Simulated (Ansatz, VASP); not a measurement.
## One calculation of ZnS, two programs

```xyz
2
Lattice="0.0000 2.7216 2.7216 2.7216 0.0000 2.7216 2.7216 2.7216 0.0000" Properties=species:S:1:pos:R:3 pbc="T T T"
Zn    0.0000    0.0000    0.0000
S     4.0823    4.0823    4.0823
```

Alike in both runs: functional PBE; k mesh 10 × 10 × 10; occupations gaussian, width 0.02 eV; no spin polarisation.

Ansatz relaxed the structure, and its values are those at the end. VASP's run is a single point on that final structure, the one shown.

```csv
,VASP,Ansatz
version,VASP 6.6.1,Ansatz 0.2.0
potentials or method,"VASP PAW PBE potentials, release 64 (Zn, S)","scalar-relativistic, plane waves, PAW"
plane-wave cutoff (eV),520,420
valence electrons in the cell,18,18
```

|  | VASP | Ansatz | Ansatz less VASP |
| --- | --- | --- | --- |
| gap on the k mesh at the Fermi level (eV) | 2.02 | 2.02 | -0.004 |
| least direct gap on the mesh (eV) | 2.02 | 2.02 | -0.004 |
| pressure (GPa) | 0.2 | 0.0 | -0.15 |

The functional is the same, so the differences come from potentials, cutoffs and numerics.

Expect the measured gap to be larger: semilocal functionals such as PBE lack the derivative discontinuity.
